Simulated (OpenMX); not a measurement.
Crystal: BaTiO3.

```xyz
5
Lattice="3.9998 0.0000 0.0000 0.0000 3.9998 0.0000 0.0000 0.0000 4.0180" Properties=species:S:1:pos:R:3 pbc="T T T"
Ba    0.0000    0.0000    0.0000
Ti    1.9999    1.9999    1.9688
O     0.0000    1.9999    2.0773
O     1.9999    0.0000    2.0773
O     1.9999    1.9999    0.0763
```

```yaml
Program: OpenMX 3.8.5
Task: single point
Functional: PBE
Potentials_or_basis: OpenMX 2013 PBE set, Ba10.0-s3p2d2, Ti7.0-s3p2d2, O6.0-s2p2d1, grid cutoff 400 Ry
k_mesh: 7 × 7 × 7
Occupations: fermi-dirac, width 0.05 eV
Spin: no spin polarisation
```

On this cell: pressure 3.9 GPa; largest force 0.417 eV/Å; band gap on the k mesh 1.50 eV, indirect (least direct gap 1.77 eV).

The same run follows on a disturbed copy (atoms moved at random, drawn with an rms of 0.05 Å):

```xyz
5
Lattice="3.9998 0.0000 0.0000 0.0000 3.9998 0.0000 0.0000 0.0000 4.0180" Properties=species:S:1:pos:R:3 pbc="T T T"
Ba   -0.0396    0.0615   -0.0156
Ti    1.9874    2.0013    1.9824
O    -0.0148    2.0017    2.0594
O     2.0536    0.0018    2.0959
O     2.0258    1.9721    0.0990
```

What changes?

The energy moves by +8.5 meV/atom; pressure 4.4 GPa; largest force 0.534 eV/Å; band gap on the k mesh 1.53 eV, indirect (least direct gap 1.78 eV).

Forces on the atoms (eV/Å):
```
Ba   0.251 -0.381  0.262
Ti  -0.063  0.155 -0.469
O    0.506  0.068  0.154
O   -0.406 -0.064  0.001
O   -0.286  0.224  0.052
```

Caveats: spin-orbit coupling is left out, which moves the levels of the heavy elements; an odd mesh through Γ misses points on the zone boundary, where band edges often lie; the basis of atomic orbitals isn't converged, which shifts pressures, moduli and gaps.
